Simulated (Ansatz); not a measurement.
**TaN: strain energy, fitted**

TaN, Fm-3m, a = 4.376 Å. This isn't the usual stable structure of the compound. Ansatz: PBEsol, PAW, 420 eV, Γ-centred 16×16×12 mesh on 4 atoms, Gaussian smearing 0.10 eV; no spin polarisation. Series: strain along c alone, the other axes held, atoms fixed by symmetry; x is the strain in per cent. The axes a, b, c are those of the computed cell (3.094, 3.094, 4.376 Å), along [1 1 0], [-1 1 0], [0 0 1] of the cell named above. y is the free energy over the unstrained cell, V0 = 10.472 Å³/atom.

```tsv
x (%)	y (meV/atom)
-4.5	?
-3.0	24.82
-1.5	5.76
0.0	0.00
1.5	4.96
3.0	18.85
4.5	39.71
```

Problem. Fit y = c2 x² + c3 x³ to the other rows, turn c2 into a modulus, and predict the missing energy.

Solution. Least squares on the rows shown. y = 2.4329 x² − 0.10576 x³. In eV per unit strain² c2 is 24.33; this is C33 with relaxed ions (E = ½ C33 V0 ε²): 2 × 24.33 × 160.2 / (10.472) = 744 GPa. At x = -4.5 the fit asked for gives 58.90 meV/atom. The run gave 60.88 meV/atom, so the fit is 1.98 meV/atom too low, 3.3 % of the span of the series, against an rms of 0.12 meV/atom on the fitted rows. The row lies outside the fitted range. With a term in x⁴ added, a fit to the same known rows predicts 59.95 meV/atom, which recovers part of the miss; the known rows don't hold the rest.

Spin–orbit coupling is left out, which can shift energies with elements as heavy as these.